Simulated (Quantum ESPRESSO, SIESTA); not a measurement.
# Birch–Murnaghan line for wurtzite GaN, SIESTA DZP, PBEsol

Calculated with SIESTA 5.4.2: PBEsol; DZP orbitals, shift 0.01 Ry, mesh 400 Ry; k-mesh 8×8×4. The volume is changed in steps from typed lattice constants. V0 = 11.526 Å³ an atom is where a Birch–Murnaghan fit to this level's pressures, the withheld one apart, crosses zero; rows within 2.5 % of V0 are left out, since F is ill-conditioned there. Shape and atoms were relaxed at QE, PBEsol at each point, and this level solves those geometries.

```
volume (Å³/atom)  pressure (GPa)
          10.822           13.51
          11.057           8.285
          11.998          -6.523
          12.233          -9.013
          12.469               ?
          12.704          -13.56
```

Task: Fit the third-order Birch–Murnaghan equation to the rows given and interpolate to the withheld row.

**Working.**

Take the Eulerian strain f = ½[(V0/V)^(2/3) − 1] and the normalised pressure F = P / [3f(1 + 2f)^(5/2)]. The third-order Birch–Murnaghan equation is then the line F = B0 + (3/2)B0(B′ − 4) f, so u = f and v = F.

| u = f | v = F (GPa) |
| --- | --- |
| 0.0214557 | 188.962 |
| 0.0140407 | 183.532 |
| -0.0132008 | 176.107 |
| -0.0194553 | 170.530 |
| -0.0314074 | 169.256 |

With n = 5: mean u = -0.00571343, mean v = 177.677, Σ(u − ū)² = 0.0020335, Σ(u − ū)(v − v̄) = 0.74861. Slope b = 0.74861 / 0.0020335 = 368.15; intercept a = v̄ − b ū = 179.78.

So B0 = 179.8 GPa and B′ = 4 + 2b/(3a) = 5.37. At the withheld volume f = -0.02554, F = 170.4 GPa, and P = 3f(1 + 2f)^(5/2) F.

Prediction at 12.469: -11.45 GPa. The run gave -11.43 GPa, so the fit is low by 0.020 GPa (0.17 % of the value).

A fit to this level's energies over the whole scan gives V0 = 11.526 Å³, B0 = 180.2 GPa and B′ = 5.28. Among the rows given, the largest miss of the fit is at 12.233, by 0.11 GPa (0.41 % of the range of the table).

Limits: The nuclei are static. The DFT runs use Fermi–Dirac occupations of width 0.01 eV, and energies are free energies. The pressures scatter by 0.07 GPa r.m.s. about a smooth curve, which shows enlarged in F and loosens B′.

[Logs are printed without paths, hosts, clocks, repeated set-up lines and the standing remarks that a program may print on its own settings, such as how far it seeks lower states.]

[Hosts, paths, dates, database ids (printed as entryN), source tags and the programs' standing remarks are cut or masked in the printed files.]
